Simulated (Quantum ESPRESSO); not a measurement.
**HgTe (Coloradoite): equation of state with PBEsol**

**Measured values to compare with.**

From a printed reference work, monograph, for a bulk crystal of HgTe: bulk modulus 43 GPa.

Crystal: HgTe (Coloradoite).

```
Hg Te
1.0
     0.00000    3.21450    3.21450
     3.21450    0.00000    3.21450
     3.21450    3.21450    0.00000
Hg Te
1 1
Direct
  0.00000 0.00000 0.00000
  0.75000 0.75000 0.75000
```

* Program: Quantum ESPRESSO 7.5
* Task: equation of state
* Functional: PBEsol
* Potentials or basis: GBRV 1.5 PBEsol
* Cutoff: 612 eV
* Density cutoff: 4898 eV
* k mesh: 7 × 7 × 7
* Occupations: fermi-dirac, width 0.05 eV
* Spin: no spin polarisation
* Mixing beta: 0.5
* Most SCF iterations: 120
* SCF threshold: 4e-10 Ry

- Equilibrium volume: 34.78 Å³/atom
- Bulk modulus: 42 GPa
- Pressure derivative of the bulk modulus: 5.2

Energy against volume, from the lowest point:
```tsv
volume (Å³/atom)	energy (meV/atom)
31.223	59.99
31.887	37.91
32.551	21.47
33.215	10.03
33.880	3.04
34.544	0.00
35.208	0.46
```

All runs of the series together: 69 s on 2 threads of Arm Neoverse V2 (shared host).

A measured bulk modulus of HgTe is 43 GPa (a printed reference work, monograph); the calculated 42 GPa misses it by -1.6 %. The fit is for a static lattice scaled at fixed shape and fixed fractional positions.

The run has no spin-orbit coupling, so splittings on Hg, Te are missing.
